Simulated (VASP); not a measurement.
# Al (Fm-3m) in VASP: convergence with k mesh

Aim: find how far k mesh must go before the results for Al settle, at PBEsol. This setting moves, with any that are tied to it; all else stays.

All numbers are computed with VASP 6.6.1; they aren't measurements. Logs are shortened: lines on timing, memory, paths and dates and some standing lists are left out, and cuts for length are marked.

**1. The structure**

It takes space group Fm-3m (No. 225, cubic). The conventional cell has a = 4.050 Å, b = 4.050 Å, c = 4.050 Å, α = 90.00°, β = 90.00°, γ = 90.00°. Al (site symmetry m-3m) is surrounded by 12 Al at 2.86 Å.

**2. With k mesh 3 × 3 × 3**

The input, INCAR:

```
SYSTEM = Al
ALGO = Fast ; EDIFF = 1E-6
ENCUT = 500 ; GGA = PS
ISIF = 2 ; ISMEAR = 1
LASPH = .TRUE. ; LCHARG = .FALSE.
LREAL = .FALSE. ; LWAVE = .FALSE.
NBANDS = 8 ; NELM = 60
PREC = Accurate ; SIGMA = 0.1
```

The input, KPOINTS:

```
k-points
0
G
  3 3 3
  0 0 0
```

The input, POSCAR:

```
Al
1.0
    0.0000000000      2.0248050000      2.0248050000
    2.0248050000      0.0000000000      2.0248050000
    2.0248050000      2.0248050000      0.0000000000
Al
1
Direct
    0.0000000000      0.0000000000      0.0000000000
```

Potentials or basis: VASP PAW PBE potentials, release 64 (Al).

Launch:

```
$ cat potpaw_PBE.64/Al/POTCAR > POTCAR
$ mpirun -np 1 vasp_std > vasp.out
```

OUTCAR:

```text
SYSTEM = Al
   EDIFF = 1E-6
   ENCUT = 500
   GGA = PS
   ISIF = 2
   ISMEAR = 1
   LASPH = .TRUE.
   LREAL = .FALSE.
   NELM = 60
   PREC = Accurate

 Found      4 irreducible k-points:

 Following reciprocal coordinates:
            Coordinates               Weight
  0.000000  0.000000  0.000000      1.000000
  0.333333  0.000000  0.000000      8.000000
  0.333333  0.333333  0.000000      6.000000
 -0.333333  0.333333  0.000000     12.000000
   k-points           NKPTS =      4   k-points in BZ     NKDIM =      4   number of bands    NBANDS=      8
   number of dos      NEDOS =    301   number of ions     NIONS =      1
   total plane-waves  NPLWV =  13824
   dimension x,y,z NGX =    24 NGY =   24 NGZ =   24
   dimension x,y,z NGXF=    48 NGYF=   48 NGZF=   48
   ions per type =               1
   NGX,Y,Z   is equivalent  to a cutoff of  13.93, 13.93, 13.93 a.u.
   NGXF,Y,Z  is equivalent  to a cutoff of  27.87, 27.87, 27.87 a.u.
 SYSTEM =  Al
   PREC   = accura    normal or accurate (medium, high low for compatibility)
   ISTART =      0    job   : 0-new  1-cont  2-samecut
   ICHARG =      2    charge: 1-file 2-atom 10-const
   ISPIN  =      1    spin polarized calculation?
   LNONCOLLINEAR =      F non collinear calculations
   LSORBIT =      F    spin-orbit coupling
   LASPH  =      T    aspherical Exc in radial PAW
   ENCUT  =  500.0 eV  36.75 Ry    6.06 a.u.   5.22  5.22  5.22*2*pi/ulx,y,z
   NELM   =     60;   NELMIN=  2; NELMDL= -5     # of ELM steps
   EDIFF  = 0.1E-05   stopping-criterion for ELM
   LREAL  =      F    real-space projection
[... 7 lines left out ...]
   TEBEG  =    0.0;   TEEND  =   0.0 temperature during run
   PSTRESS=    0.0 pullay stress
   NELECT =       3.0000    total number of electrons
   NUPDOWN=      -1.0000    fix difference up-down
   EMIN   =  10.00;   EMAX   =-10.00  energy-range for DOS
   EFERMI =   0.00;   METHOD = LEGACY
   ISMEAR =     1;   SIGMA  =   0.10  broadening in eV -4-tet -1-fermi 0-gaus
   EFERMI_NEDOS =   21; number of points for ismear=-14 and -15
   IALGO  =     68    algorithm
   IMIX   =      4    mixing-type and parameters
     AMIX     =   0.40;   BMIX     =  1.00
     AMIX_MAG =   1.60;   BMIX_MAG =  1.00
  volume/ion in A,a.u.               =      16.60       112.04
  Fermi-wavevector in a.u.,A,eV,Ry     =   0.925526  1.748991 11.654733  0.856599
  Thomas-Fermi vector in A             =   2.051390
   LORBIT       =      0    0 simple, 1 ext, 2 COOP (PROOUT), +10 PAW based schemes
   GGA     = PS    functional components
   LHFCALC =     F    Hartree Fock is set to
   AEXX    =    0.0000 exact exchange contribution
   IVDW    =     0    specifies the selected vdW correction
   LEPSILON=     F    determine dielectric tensor
   LRPA    =     F    only Hartree local field effects (RPA)
 non-spin polarized calculation
 RMM-DIIS sequential band-by-band and
 Methfessel and Paxton  Order N= 1 SIGMA  =   0.10
  energy-cutoff  :      500.00
  volume of cell :       16.60
 maximum number of plane-waves:       432
 NGX is ok and might be reduce to    24
   NGX = 11   NGY = 11   NGZ = 11

 number of electron       3.0000000 magnetization

 Free energy of the ion-electron system (eV)
  ---------------------------------------------------
  ext. energy  EPLUGINS =         0.00000000
  ---------------------------------------------------
  free energy    TOTEN  =        -3.50519520 eV

  energy without entropy =       -3.50214476  energy(sigma->0) =       -3.50417839

 E-fermi :   8.2141     XC(G=0): -10.2296

 val. band max:        6.8341118361   @ k =  -0.3333   0.3333   0.0000
 cond. band min:       8.2628159285   @ k =  -0.3333   0.3333   0.0000
 fundamental gap:      1.4287040924
 Fermi energy:         8.2140577163

 k-point     1 :       0.0000    0.0000    0.0000
  band No.  band energies     occupation
      1      -3.1929      2.00000
      2      20.4595      0.00000
      3      20.4595      0.00000
      4      20.4595      0.00000
      5      21.8907      0.00000
      6      21.8907      0.00000
      7      21.8907      0.00000
      8      24.3648      0.00000

 k-point     2 :       0.3333    0.0000    0.0000
  band No.  band energies     occupation
      1      -0.2160      2.00000
      2       8.3860     -0.03540
      3      18.5968      0.00000
      4      18.5968      0.00000
      5      21.1752      0.00000
      6      21.1752      0.00000
      7      22.1624      0.00000
      8      25.1470      0.00000

 k-point     3 :       0.3333    0.3333    0.0000
  band No.  band energies     occupation
      1       0.7604      2.00000
      2      12.2438      0.00000
      3      14.1469      0.00000
      4      14.2999      0.00000
      5      14.2999      0.00000
      6      17.7692      0.00000
      7      30.6993      0.00000
      8      32.0813      0.00000

 k-point     4 :      -0.3333    0.3333    0.0000
  band No.  band energies     occupation
      1       4.6016      2.00000
      2       6.8341      2.00000
      3       8.2628      0.27360
      4      15.1653      0.00000
      5      16.9316      0.00000
      6      26.4688      0.00000
      7      28.0161      0.00000
      8      28.0624      0.00000

------------------------ aborting loop because EDIFF is reached ----------------------------------------

  FORCE on cell =-STRESS in cart. coord.  units (eV):
  Direction    XX          YY          ZZ          XY          YZ          ZX
  --------------------------------------------------------------------------------------
  -------------------------------------------------------------------------------------
  Total       -0.2796213     -0.2796213     -0.2796213      0.0000000      0.0000000     -0.0000000
  in kB      -26.9836818    -26.9836818    -26.9836818      0.0000000      0.0000000     -0.0000000
  external PRESSURE =     -26.9836818 kB  Pullay stress =       0.0000000 kB

 VOLUME and BASIS-vectors are now :
 -----------------------------------------------------------------------------
  energy-cutoff  :      500.00
  volume of cell :       16.60
      direct lattice vectors                 reciprocal lattice vectors
     0.000000000  2.024805000  2.024805000    -0.246937359  0.246937359  0.246937359
     2.024805000  0.000000000  2.024805000     0.246937359 -0.246937359  0.246937359
     2.024805000  2.024805000  0.000000000     0.246937359  0.246937359 -0.246937359

 POSITION                                       TOTAL-FORCE (eV/Angst)
 -----------------------------------------------------------------------------------
      0.00000      0.00000      0.00000         0.000000     -0.000000      0.000000
 -----------------------------------------------------------------------------------
    total drift:                                0.000000      0.000000     -0.000000

  FREE ENERGIE OF THE ION-ELECTRON SYSTEM (eV)
  ---------------------------------------------------
  free  energy   TOTEN  =        -3.5051952003 eV

  energy  without entropy=       -3.5021447573  energy(sigma->0) =       -3.50417839
```

OSZICAR:

```text
N       E                     dE             d eps       ncg     rms          rms(c)
DAV:   1    -0.161540235892E+01   -0.16154E+01   -0.77018E+02    64   0.188E+02
DAV:   2    -0.352717090848E+01   -0.19118E+01   -0.19439E+01    80   0.149E+01
DAV:   3    -0.353845439616E+01   -0.11283E-01   -0.11284E-01    80   0.176E+00
DAV:   4    -0.353852095302E+01   -0.66557E-04   -0.66557E-04   104   0.145E-01
DAV:   5    -0.353852095351E+01   -0.49204E-09   -0.10026E-08    64   0.680E-04    0.153E+00
RMM:   6    -0.351906574111E+01    0.19455E-01   -0.15593E-03    64   0.199E-01    0.907E-01
RMM:   7    -0.350517312303E+01    0.13893E-01   -0.51658E-03    79   0.351E-01    0.137E-01
RMM:   8    -0.350519341698E+01   -0.20294E-04   -0.21013E-04    70   0.870E-02    0.281E-02
RMM:   9    -0.350519620412E+01   -0.27871E-05   -0.30430E-05    72   0.352E-02    0.160E-02
RMM:  10    -0.350519504818E+01    0.11559E-05   -0.52242E-06    72   0.141E-02    0.359E-02
RMM:  11    -0.350519520026E+01   -0.15208E-06   -0.11084E-06    55   0.568E-03
   1 F= -.35051952E+01 E0= -.35041784E+01  d E =-.305044E-02
```

stdout:

```text
POSCAR found type information on POSCAR Al
 POSCAR found :  1 types and       1 ions
 scaLAPACK will be used
 -----------------------------------------------------------------------------
|                                                                             |
|                                                                             |
|     You enforced a specific xc type in the INCAR file but a different       |
|     I HOPE YOU KNOW WHAT YOU ARE DOING!                                     |
|                                                                             |
 -----------------------------------------------------------------------------

 LDA part: xc-table for (Slater+PW92), standard interpolation
 POSCAR, INCAR and KPOINTS ok, starting setup
 FFT: planning ... GRIDC
 FFT: planning ... GRID_SOFT
 FFT: planning ... GRID
 WAVECAR not read
 entering main loop
```

It took 2.2 s on 1 thread of AMD EPYC 7R13 (Zen 3), shared host; peak memory 0.1 GiB.

Results:

| Item | Value |
| --- | --- |
| Free energy | -3.5052 eV |
| Pressure | -2.7 GPa |
| Band gap on the k mesh | none (metal or under the smearing width) |

**3. With k mesh 4 × 4 × 4**

INCAR is that of step 2.

The input, KPOINTS:

```
k-points
0
G
  4 4 4
  0 0 0
```

POSCAR is that of step 2.

Potentials or basis: VASP PAW PBE potentials, release 64 (Al).

Launch:

```
$ cat potpaw_PBE.64/Al/POTCAR > POTCAR
$ mpirun -np 1 vasp_std > vasp.out
```

Run time: 2.4 s. Hardware: 1 thread of AMD EPYC 7R13 (Zen 3), shared host; peak memory 0.1 GiB.

What came out:

```
Free energy            : -3.7939 eV
Pressure               : -1.3 GPa
Band gap on the k mesh : none (metal or under the smearing width)
```

**4. With k mesh 5 × 5 × 5**

INCAR is that of step 3.

The input, KPOINTS:

```
k-points
0
G
  5 5 5
  0 0 0
```

POSCAR is that of step 3.

Launch:

```
$ cat potpaw_PBE.64/Al/POTCAR > POTCAR
$ mpirun -np 1 vasp_std > vasp.out
```

Wall time 2.8 s (1 thread of AMD EPYC 7R13 (Zen 3), shared host); peak memory 0.1 GiB.

What came out:

```yaml
Free_energy: -4.0295 eV
Pressure: -0.1 GPa
Band_gap_on_the_k_mesh: none (metal or under the smearing width)
```

**5. With k mesh 6 × 6 × 6**

INCAR is that of step 4.

The input, KPOINTS:

```
k-points
0
G
  6 6 6
  0 0 0
```

POSCAR is that of step 4.

Launch:

```
$ cat potpaw_PBE.64/Al/POTCAR > POTCAR
$ mpirun -np 1 vasp_std > vasp.out
```

Run time: 3.6 s. Hardware: 1 thread of AMD EPYC 7R13 (Zen 3), shared host; peak memory 0.1 GiB.

Results:

| Quantity | Value |
| --- | --- |
| Free energy | -4.1549 eV |
| Pressure | -1.4 GPa |
| Band gap on the k mesh | none (metal or under the smearing width) |

**6. With k mesh 8 × 8 × 8**

INCAR is that of step 5.

The input, KPOINTS:

```
k-points
0
G
  8 8 8
  0 0 0
```

POSCAR is that of step 5.

Potentials or basis: VASP PAW PBE potentials, release 64 (Al).

Launch:

```
$ cat potpaw_PBE.64/Al/POTCAR > POTCAR
$ mpirun -np 1 vasp_std > vasp.out
```

Wall time 4.9 s (1 thread of AMD EPYC 7R13 (Zen 3), shared host); peak memory 0.1 GiB.

What came out:

- Free energy: -4.0831 eV
- Pressure: -1.9 GPa
- Band gap on the k mesh: none (metal or under the smearing width)

**7. With k mesh 10 × 10 × 10**

INCAR is that of step 6.

The input, KPOINTS:

```
k-points
0
G
  10 10 10
  0 0 0
```

POSCAR is that of step 6.

Launch:

```
$ cat potpaw_PBE.64/Al/POTCAR > POTCAR
$ mpirun -np 1 vasp_std > vasp.out
```

Wall time 6.9 s (1 thread of AMD EPYC 7R13 (Zen 3), shared host); peak memory 0.1 GiB.

What came out:

* Free energy: -4.0690 eV
* Pressure: -2.1 GPa
* Band gap on the k mesh: none (metal or under the smearing width)

**8. With k mesh 13 × 13 × 13**

INCAR is that of step 7.

The input, KPOINTS:

```
k-points
0
G
  13 13 13
  0 0 0
```

POSCAR is that of step 7.

Launch:

```
$ cat potpaw_PBE.64/Al/POTCAR > POTCAR
$ mpirun -np 1 vasp_std > vasp.out
```

It took 11 s on 1 thread of AMD EPYC 7R13 (Zen 3), shared host; peak memory 0.1 GiB.

What came out:

```
Free energy            : -4.0858 eV
Pressure               : -2.0 GPa
Band gap on the k mesh : none (metal or under the smearing width)
```

**9. With k mesh 15 × 15 × 15**

INCAR is that of step 8.

The input, KPOINTS:

```
k-points
0
G
  15 15 15
  0 0 0
```

POSCAR is that of step 8.

Potentials or basis: VASP PAW PBE potentials, release 64 (Al).

Launch:

```
$ cat potpaw_PBE.64/Al/POTCAR > POTCAR
$ mpirun -np 1 vasp_std > vasp.out
```

It took 15 s on 1 thread of AMD EPYC 7R13 (Zen 3), shared host; peak memory 0.11 GiB.

Results (log left out):

```yaml
Free_energy: -4.0893 eV
Pressure: -2.1 GPa
Band_gap_on_the_k_mesh: none (metal or under the smearing width)
```

**10. Summary**

| k mesh | energy less the tightest run, at zero smearing (meV/atom) | pressure (GPa) | SCF cycles | CPU time (s) | peak memory (GiB) |
| --- | --- | --- | --- | --- | --- |
| 3 × 3 × 3 | 585.05 | -2.70 | 11 | 1.5 | 0.1 |
| 4 × 4 × 4 | 296.97 | -1.31 | 11 | 1.7 | 0.1 |
| 5 × 5 × 5 | 61.10 | -0.06 | 11 | 2 | 0.1 |
| 6 × 6 × 6 | -65.31 | -1.38 | 11 | 2.8 | 0.1 |
| 8 × 8 × 8 | 6.54 | -1.85 | 11 | 4.1 | 0.1 |
| 10 × 10 × 10 | 20.72 | -2.11 | 11 | 6.1 | 0.1 |
| 13 × 13 × 13 | 3.50 | -1.98 | 11 | 11 | 0.1 |
| 15 × 15 × 15 | 0.00 | -2.09 | 11 | 14 | 0.11 |

Not settled before the last step: the energy (to 1 meV/atom), the pressure (to 0.1 GPa). Meshes of other sizes hit other points, so gaps and Fermi surfaces needn't settle smoothly. The tightest run that finished is the yardstick and may itself not be fully converged.

Caveats: the PAW data sets were made with another functional, which shifts forces and pressure a little.
